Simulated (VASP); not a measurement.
# Sn (I4/mmm) in VASP: notebook

Aim: see how the results for Sn move with the level of theory and the settings. Levels: PBEsol, r2SCAN. Tasks: single point.

Program: VASP 6.6.1. These are calculated values, not measurements. Logs are shortened: lines on timing, memory, paths and dates and some standing lists are left out, and cuts for length are marked.

## (1) The structure

Symmetry: I4/mmm, No. 139, tetragonal system. The conventional cell has a = 3.511 Å, b = 3.511 Å, c = 4.283 Å, α = 90.00°, β = 90.00°, γ = 90.00°. Sn (site symmetry 4/mmm) is surrounded by 12 Sn at 3.28 to 3.51 Å.

This isn't the form of Sn at room conditions, which is tetragonal (white tin).

## (2) Single point, PBEsol

INCAR

```
SYSTEM = Sn
  ALGO = Normal
  EDIFF = 1E-7
  ENCUT = 520
  GGA = PS
  ISIF = 2
  ISMEAR = 0
  LASPH = .TRUE.
  LCHARG = .FALSE.
  LREAL = .FALSE.
  LWAVE = .FALSE.
  NELM = 80
  PREC = Accurate
  SIGMA = 0.5
```

KPOINTS

```
k-points
0
G
  16 16 16
  0 0 0
```

POSCAR

```
Sn
1.0
   -1.7555100000      1.7552400000      2.1416400000
    1.7555100000     -1.7552400000      2.1416400000
    1.7555100000      1.7552400000     -2.1416400000
Sn
1
Direct
    0.0000000000      0.0000000000      0.0000000000
```

Potentials or basis: VASP PAW PBE potentials, release 64 (Sn_d).

On the command line:

```
$ cat potpaw_PBE.64/Sn_d/POTCAR > POTCAR
$ mpirun -np 1 vasp_std > vasp.out
```

OUTCAR:

```text
SYSTEM = Sn
   EDIFF = 1E-7
   ENCUT = 520
   GGA = PS
   ISIF = 2
   ISMEAR = 0
   LASPH = .TRUE.
   LREAL = .FALSE.
   NELM = 80
   PREC = Accurate

 ion  position               nearest neighbor table
   1  0.000  0.000  0.000-

  LATTYP: Found a body centered orthorhombic cell.
 ALAT       =     3.5104800000
 B/A-ratio  =     1.0001538251
 C/A-ratio  =     1.2201408354

  Lattice vectors:

 A1 = (   1.7555100000,  -1.7552400000,  -2.1416400000)
 A2 = (  -1.7555100000,   1.7552400000,  -2.1416400000)
 A3 = (   1.7555100000,   1.7552400000,   2.1416400000)

Analysis of symmetry for initial positions (statically):
=====================================================================
 Subroutine PRICEL returns:
 Original cell was already a primitive cell.

 Routine SETGRP: Setting up the symmetry group for a
 body centered orthorhombic supercell.

 Subroutine GETGRP returns: Found  8 space group operations
 (whereof  8 operations were pure point group operations)
 out of a pool of  8 trial point group operations.

The static configuration has the point symmetry D_2h.

Analysis of symmetry for dynamics (positions and initial velocities):
=====================================================================
 Subroutine PRICEL returns:
 Original cell was already a primitive cell.

 Routine SETGRP: Setting up the symmetry group for a
 body centered orthorhombic supercell.

 Subroutine GETGRP returns: Found  8 space group operations
 (whereof  8 operations were pure point group operations)
 out of a pool of  8 trial point group operations.

The dynamic configuration has the point symmetry D_2h.

 Subroutine INISYM returns: Found  8 space group operations
 (whereof  8 operations are pure point group operations),
 and found     1 'primitive' translations

----------------------------------------------------------------------------------------

                                     Primitive cell

  volume of cell :      26.3965

  direct lattice vectors                    reciprocal lattice vectors
    -1.755510000  1.755240000  2.141640000     0.000000000  0.284861330  0.233465942
     1.755510000 -1.755240000  2.141640000     0.284817517  0.000000000  0.233465942
     1.755510000  1.755240000 -2.141640000     0.284817517  0.284861330  0.000000000

  length of vectors
     3.278613229  3.278613229  3.278613229     0.368310091  0.368276207  0.402823777

  position of ions in fractional coordinates (direct lattice)
     0.000000000  0.000000000  0.000000000

  ion indices of the primitive-cell ions
   primitive index   ion index
                 1           1

----------------------------------------------------------------------------------------

 KPOINTS: k-points

Automatic generation of k-mesh.
 Grid dimensions read from file:
 generate k-points for:   16   16   16

 Generating k-lattice:

  Cartesian coordinates                     Fractional coordinates (reciprocal lattice)
     0.000000000  0.017803833  0.014591621     0.062500000  0.000000000 -0.000000000
     0.017801095  0.000000000  0.014591621     0.000000000  0.062500000 -0.000000000
     0.017801095  0.017803833  0.000000000     0.000000000  0.000000000  0.062500000

  Length of vectors
     0.023019381  0.023017263  0.025176486

  Shift w.r.t. Gamma in fractional coordinates (k-lattice)
     0.000000000  0.000000000  0.000000000

 Subroutine IBZKPT returns following result:
 ===========================================

 Found    621 irreducible k-points:

 Following reciprocal coordinates:
            Coordinates               Weight
  0.000000  0.000000  0.000000      1.000000
  0.062500  0.000000 -0.000000      4.000000
  0.125000  0.000000 -0.000000      4.000000
  0.187500 -0.000000  0.000000      4.000000
  0.250000  0.000000 -0.000000      4.000000
  0.312500  0.000000 -0.000000      4.000000
[... 16 lines left out ...]
 -0.187500  0.062500 -0.000000      8.000000
 -0.125000  0.062500  0.000000      8.000000
 [... further k-points ...]
   k-points           NKPTS =    621   k-points in BZ     NKDIM =    621   number of bands    NBANDS=     11
   number of dos      NEDOS =    301   number of ions     NIONS =      1
   total plane-waves  NPLWV =  13824
   dimension x,y,z NGX =    24 NGY =   24 NGZ =   24
   dimension x,y,z NGXF=    48 NGYF=   48 NGZF=   48
   ions per type =               1
   NGX,Y,Z   is equivalent  to a cutoff of  12.17, 12.17, 12.17 a.u.
   NGXF,Y,Z  is equivalent  to a cutoff of  24.34, 24.34, 24.34 a.u.
 SYSTEM =  Sn
   PREC   = accura    normal or accurate (medium, high low for compatibility)
   ISTART =      0    job   : 0-new  1-cont  2-samecut
   ICHARG =      2    charge: 1-file 2-atom 10-const
   ISPIN  =      1    spin polarized calculation?
   LNONCOLLINEAR =      F non collinear calculations
   LSORBIT =      F    spin-orbit coupling
   LASPH  =      T    aspherical Exc in radial PAW
   ENCUT  =  520.0 eV  38.22 Ry    6.18 a.u.   6.10  6.10  6.10*2*pi/ulx,y,z
   NELM   =     80;   NELMIN=  2; NELMDL= -5     # of ELM steps
   EDIFF  = 0.1E-06   stopping-criterion for ELM
   LREAL  =      F    real-space projection
   EDIFFG = 0.1E-05   stopping-criterion for IOM
   NSW    =      0    number of steps for IOM
   IBRION =     -1    ionic relax: 0-MD 1-quasi-New 2-CG
   NFREE  =      0    steps in history (QN), initial steepest desc. (CG)
   ISIF   =      2    stress and relaxation
   ISYM   =      2    0-nonsym 1-usesym 2-fastsym
   POTIM  = 0.5000    time-step for ionic-motion
   TEBEG  =    0.0;   TEEND  =   0.0 temperature during run
   PSTRESS=    0.0 pullay stress
   NELECT =      14.0000    total number of electrons
   NUPDOWN=      -1.0000    fix difference up-down
   EMIN   =  10.00;   EMAX   =-10.00  energy-range for DOS
   EFERMI =   0.00;   METHOD = LEGACY
   ISMEAR =     0;   SIGMA  =   0.50  broadening in eV -4-tet -1-fermi 0-gaus
   EFERMI_NEDOS =   21; number of points for ismear=-14 and -15
   IALGO  =     38    algorithm
   IMIX   =      4    mixing-type and parameters
     AMIX     =   0.40;   BMIX     =  1.00
     AMIX_MAG =   1.60;   BMIX_MAG =  1.00
  volume/ion in A,a.u.               =      26.40       178.13
  Fermi-wavevector in a.u.,A,eV,Ry     =   1.325161  2.504192 23.892545  1.756053
  Thomas-Fermi vector in A             =   2.454643
   LORBIT       =      0    0 simple, 1 ext, 2 COOP (PROOUT), +10 PAW based schemes
   GGA     = PS    functional components
   LHFCALC =     F    Hartree Fock is set to
   AEXX    =    0.0000 exact exchange contribution
   IVDW    =     0    specifies the selected vdW correction
   LEPSILON=     F    determine dielectric tensor
   LRPA    =     F    only Hartree local field effects (RPA)
 non-spin polarized calculation
 Gauss-broadening in eV      SIGMA  =   0.50
  energy-cutoff  :      520.00
  volume of cell :       26.40
 maximum number of plane-waves:       732
   NGX = 13   NGY = 13   NGZ = 13

 number of electron      14.0000011 magnetization

 Free energy of the ion-electron system (eV)
  ---------------------------------------------------
  ext. energy  EPLUGINS =         0.00000000
  ---------------------------------------------------
  free energy    TOTEN  =        -4.26872547 eV

  energy without entropy =       -4.20307349  energy(sigma->0) =       -4.23589948

 E-fermi :   8.3303     XC(G=0): -10.6407

 val. band max:        8.3292148967   @ k =   0.5000  -0.4375   0.1250
 cond. band min:       8.3348288969   @ k =  -0.0625   0.3125   0.0000
 fundamental gap:      0.0056140002
 Fermi energy:         8.3303218599

 k-point     1 :       0.0000    0.0000    0.0000
  band No.  band energies     occupation
      1     -13.1607      2.00000
      2     -13.1606      2.00000
      3     -13.1046      2.00000
      4     -13.0723      2.00000
      5     -13.0028      2.00000
      6      -3.0310      2.00000
      7      16.1304      0.00000
      8      16.4301      0.00000
      9      16.4329      0.00000
     10      19.2460      0.00000
     11      20.4004      0.00000

 k-point     2 :       0.0625    0.0000   -0.0000
  band No.  band energies     occupation
      1     -13.1579      2.00000
      2     -13.1568      2.00000
      3     -13.1029      2.00000
      4     -13.0720      2.00000
      5     -13.0043      2.00000
      6      -2.9477      2.00000
      7      15.3681      0.00000
      8      16.1876      0.00000
      9      16.1959      0.00000
     10      18.8003      0.00000
     11      20.6440      0.00000

 k-point     3 :       0.1250    0.0000   -0.0000
  band No.  band energies     occupation
      1     -13.1507      2.00000
      2     -13.1498      2.00000
      3     -13.0935      2.00000
      4     -13.0712      2.00000
      5     -13.0081      2.00000
      6      -2.6974      2.00000
      7      13.4924      0.00000
      8      15.6266      0.00000
      9      15.9753      0.00000
     10      18.5037      0.00000
     11      20.5272      0.00000

 k-point     4 :       0.1875   -0.0000    0.0000
  band No.  band energies     occupation
      1     -13.1485      2.00000
      2     -13.1422      2.00000
      3     -13.0702      2.00000
      4     -13.0702      2.00000
      5     -13.0117      2.00000
      6      -2.2798      2.00000
      7      11.4354      0.00000
      8      14.9764      0.00000
      9      15.6948      0.00000
     10      18.3608      0.00000
     11      19.8068      0.00000
[... 239 lines left out ...]
 k-point    22 :      -0.2500    0.0625    0.0000
  band No.  band energies     occupation
      1     -13.1551      2.00000
      2     -13.1354      2.00000
      3     -13.0648      2.00000
      4     -13.0548      2.00000
      5     -13.0072      2.00000
      6      -1.8795      2.00000
      7      10.2645      0.00000
      8      14.2883      0.00000
      9      15.0736      0.00000
     10      18.1268      0.00000
     11      18.9633      0.00000

 k-point    23 :      -0.1875    0.0625   -0.0000
  band No.  band energies     occupation
      1     -13.1585      2.00000
      2     -13.1362      2.00000
      3     -13.0843      2.00000
      4     -13.0641      2.00000
      5     -13.0078      2.00000
      6      -2.3974      2.00000
      7      12.2846      0.00000
      8      14.8895      0.00000
      9      15.4666      0.00000
     10      18.3466      0.00000
     11      19.2346      0.00000

 k-point    24 :      -0.1250    0.0625    0.0000
  band No.  band energies     occupation
      1     -13.1633      2.00000
      2     -13.1414      2.00000
      3     -13.1010      2.00000
      4     -13.0661      2.00000
      5     -13.0055      2.00000
      6      -2.7479      2.00000
      7      14.2709      0.00000
      8      15.4442      0.00000
      9      15.8339      0.00000
     10      18.3658      0.00000
     11      19.7665      0.00000

 [... further k-points ...]

------------------------ aborting loop because EDIFF is reached ----------------------------------------

  FORCE on cell =-STRESS in cart. coord.  units (eV):
  Direction    XX          YY          ZZ          XY          YZ          ZX
  --------------------------------------------------------------------------------------
  -------------------------------------------------------------------------------------
  Total        0.0110890      0.0114623     -0.0042574     -0.0000000      0.0000000      0.0000000
  in kB        0.6730663      0.6957224     -0.2584123     -0.0000000      0.0000000      0.0000000
  external PRESSURE =       0.3701255 kB  Pullay stress =       0.0000000 kB

 VOLUME and BASIS-vectors are now :
 -----------------------------------------------------------------------------
  energy-cutoff  :      520.00
  volume of cell :       26.40
      direct lattice vectors                 reciprocal lattice vectors
    -1.755510000  1.755240000  2.141640000     0.000000000  0.284861330  0.233465942
     1.755510000 -1.755240000  2.141640000     0.284817517  0.000000000  0.233465942
     1.755510000  1.755240000 -2.141640000     0.284817517  0.284861330  0.000000000

 POSITION                                       TOTAL-FORCE (eV/Angst)
 -----------------------------------------------------------------------------------
      0.00000      0.00000      0.00000         0.000000     -0.000000      0.000000
 -----------------------------------------------------------------------------------
    total drift:                               -0.000000      0.000000      0.000000

  FREE ENERGIE OF THE ION-ELECTRON SYSTEM (eV)
  ---------------------------------------------------
  free  energy   TOTEN  =        -4.2687254706 eV

  energy  without entropy=       -4.2030734854  energy(sigma->0) =       -4.23589948
```

Wall time 29 s (1 thread of Intel Xeon 6975P-C (Granite Rapids), shared host); peak memory 0.28 GiB.

Results:

```
Free energy            : -4.2687 eV
Pressure               : 0.0 GPa
Band gap on the k mesh : none (metal or under the smearing width)
```

Caveat: the PAW data sets were made with another functional, which shifts forces and pressure a little.

## (3) Single point, PBEsol

Edit INCAR of step 2 so:

```diff
@@ -3,3 +3,3 @@
   EDIFF = 1E-7
-  ENCUT = 520
+  ENCUT = 900
   GGA = PS
@@ -13,2 +13,2 @@
   PREC = Accurate
-  SIGMA = 0.5
+  SIGMA = 0.1
```

KPOINTS is that of step 2.

POSCAR is that of step 2.

Potentials or basis: VASP PAW PBE potentials, release 64 (Sn_d).

On the command line:

```
$ cat potpaw_PBE.64/Sn_d/POTCAR > POTCAR
$ mpirun -np 1 vasp_std > vasp.out
```

Wall time 68 s (1 thread of Intel Xeon 6975P-C (Granite Rapids), shared host); peak memory 0.51 GiB.

Results (log left out):

```yaml
Free_energy: -4.2389 eV
Pressure: 0.0 GPa
Band_gap_on_the_k_mesh: none (metal or under the smearing width)
```

Levels at points of the mesh, in eV from the Fermi level:
```csv
k point,band 5,band 6,band 7,band 8,band 9,band 10
"(0.00, 0.00, 0.00)",-21.30,-11.33,7.83,8.13,8.14,10.95
"(0.50, 0.00, 0.00)",-21.24,-6.76,-4.73,4.81,6.47,9.38
"(0.00, 0.50, 0.00)",-21.24,-6.76,-4.73,4.81,6.47,9.38
"(0.50, 0.50, 0.00)",-21.21,-5.56,-4.14,2.48,3.40,6.41
"(0.50, 0.50, 0.50)",-21.23,-3.38,-2.64,0.89,0.89,4.21
```

Caveat: the PAW data sets were made with another functional, which shifts forces and pressure a little.

## (4) Single point, r2SCAN

INCAR

```
SYSTEM = Sn
  ALGO = Normal
  EDIFF = 1E-7
  ENCUT = 520
  ISIF = 2
  ISMEAR = 0
  LASPH = .TRUE.
  LCHARG = .FALSE.
  LMIXTAU = .TRUE.
  LREAL = .FALSE.
  LWAVE = .FALSE.
  METAGGA = R2SCAN
  NELM = 80
  PREC = Accurate
  SIGMA = 0.1
```

KPOINTS is that of step 3.

POSCAR is that of step 3.

On the command line:

```
$ cat potpaw_PBE.64/Sn_d/POTCAR > POTCAR
$ mpirun -np 1 vasp_std > vasp.out
```

It took 2.8 min on 1 thread of Intel Xeon 6975P-C (Granite Rapids), shared host; peak memory 0.29 GiB.

Results (log left out):

| Quantity | Value |
| --- | --- |
| Free energy | -24.5048 eV |
| Pressure | 1.6 GPa |
| Band gap on the k mesh | none (metal or under the smearing width) |

Levels at points of the mesh, in eV from the Fermi level:
```csv
k point,band 3,band 4,band 5,band 6,band 7,band 8,band 9,band 10,band 11
"(0.00, 0.00, 0.00)",-22.24,-22.20,-22.12,-11.92,8.30,8.66,8.66,11.59,12.57
"(0.50, 0.00, 0.00)",-22.21,-22.11,-22.06,-7.03,-5.02,5.06,6.90,9.96,10.09
"(0.00, 0.50, 0.00)",-22.21,-22.11,-22.06,-7.03,-5.02,5.06,6.90,9.96,10.09
"(0.50, 0.50, 0.00)",-22.11,-22.10,-22.03,-5.70,-4.45,2.56,3.65,6.83,7.03
"(0.50, 0.50, 0.50)",-22.09,-22.05,-22.05,-3.30,-2.92,0.89,0.90,4.67,5.10
```

Caveat: the PAW data sets were made with another functional, which shifts forces and pressure a little.

## (5) Summary

```tsv
level	cutoff (eV)	smearing	gap on the mesh (eV)	pressure (GPa)
PBEsol	520	gaussian 0.5 eV	none	0.0
PBEsol	900	gaussian 0.1 eV	none	0.0
r2SCAN	520	gaussian 0.1 eV	none	1.6
```

Alike in all rows: task single point; potentials or basis VASP PAW PBE potentials, release 64 (Sn_d); no spin polarisation; cell as given; k mesh 16 × 16 × 16.

Every run on the cell as given and a fine mesh finds a metal. The pressure there spans 0.0 GPa (PBEsol) to 1.6 GPa (r2SCAN); a positive pressure means that this level wants a larger cell, a negative one a smaller.

Caveats: the PAW data sets were made with another functional, which shifts forces and pressure a little.

Total energies depend on the potentials used, so only differences within one code and one set of settings carry meaning.
